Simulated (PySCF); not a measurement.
Static polarisabilities and like-pair C6 coefficients by linear response at CAM-B3LYP/def2-SVPD (PySCF, frozen core in the response, non-relativistic, gas phase), PBE0-D3(BJ)/def2-SVP geometries, one conformer each; atomic units unless stated. Spin–orbit coupling is left out although an atom past zinc is present.

| label | species | α | C6 |
| --- | --- | --- | --- |
| P | `COC(=O)/C=C\Cl` | 72.0 | 2107 |
| Q | `C#Cc1ccc(F)cc1` | 93.8 | 3102 |
| R | `O=C1OC[C@@H]1CCl` | 65.3 | 1939 |
| S | `C#CC#CC#CC(=O)O` | 114.4 | 3604 |
| T | `C#[C][GeH2][CH2]F` | 65.5 | 1594 |
| U | `C[CH2][Zn][CH2]C` | 76.3 | 2168 |

Problem. Estimate the unlike-pair coefficients by the rule C6(AB) = 2·C6(AA)·C6(BB) / [C6(AA)·αB/αA + C6(BB)·αA/αB], and compare with the geometric mean, for PQ, PS, QS, QT, QU, RS, ST and TU.

Solution. 
```tsv
pair	combination rule	geometric mean	ratio
PQ	2550	2557	0.998
PS	2705	2756	0.981
QS	3318	3343	0.992
QT	2223	2224	1.000
QU	2592	2593	1.000
RS	2563	2643	0.970
ST	2370	2397	0.989
TU	1859	1859	1.000
```

The rule is exact for one-pole polarisabilities and never exceeds the geometric mean; the two meet where both partners have the same effective excitation energy. These unlike-pair values are estimates, not computed integrals.
